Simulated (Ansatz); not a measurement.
**A point defect in Si**

Level of theory: Ansatz 0.2.0, DFT PBE, scalar-relativistic, plane waves, PAW. (420 eV cutoff, 2×2×2 k-mesh, shifted by half a step, Gaussian smearing of 0.02 eV, collinear spin in charge +1, -1 alone)

Host crystal, relaxed:

```
Si
1.0
     3.85128    0.00000    0.00000
    -1.92564    3.33531    0.00000
     0.00000    0.00000    6.36502
Si
4
Direct
  0.33333 0.66667 0.06293
  0.66667 0.33333 0.56293
  0.33333 0.66667 0.43707
  0.66667 0.33333 0.93707
```

Supercell of 48 atoms, rows in host cell vectors: 2 0 -1; -2 -2 -1; 0 2 -1. Atoms relax at the host's cell, keeping the symmetry that the supercell leaves at the site. The cell is small, so energies carry finite-size errors of tenths of an eV. The host's Kohn–Sham gap is 0.45 eV. Atoms are taken from and returned to the elements' standard states. Charged cells are corrected for image charges with the computed static dielectric tensor (mean 13.0) and aligned with the host's potential at far atoms (alignment terms reach 0.20 eV). No band-filling term is added, and the Fermi level counts from the host's valence band top.

Starting moments were lost in some runs.

The defect is a foreign atom on a Si site at (0.333, 0.667, 0.063) of the host cell.

| charge | E_f at the valence band top (eV) | over the neutral state (eV) | moment (μB) | largest move (Å) | atoms near the site |
| --- | --- | --- | --- | --- | --- |
| +1 | 1.92 | 0.39 | 0.00 | 0.34 | 3 Si at 2.02 Å, 1 Si at 2.04 Å |
| 0 | 1.53 | 0.00 | 0.00 | 0.34 | 3 Si at 2.02 Å, 1 Si at 2.05 Å |
| -1 | 2.25 | 0.72 | 0.10 | 0.35 | 3 Si at 2.02 Å, 1 Si at 2.05 Å |

Among the charges computed the stable one is 0 at the valence band top and stays so across the gap. In charge +1, -1 the extra carrier would gain by moving to a band edge of the host, so it isn't bound in the gap, though by less than the errors named above. In charge +1, -1 the cell has partly filled bands: a level of the defect may be part filled, the carrier may sit in the host's bands, or levels may cross between the k points, so transitions that involve it are doubtful. Fractional moments come from partly filled bands of the small cell.

Which element is it? Judge by the nearest distance in charge 0 and covalent radii.
A. Y
B. F
C. In
D. Te
E. C

E. The nearest neighbour is Si at 2.02 Å, and the summed covalent radii with Si are 1.87 Å for C, 1.68 Å for F, 2.53 Å for In, 2.49 Å for Te, 3.01 Å for Y, so C fits best. Bonds can miss such sums by a tenth of an ångström or more.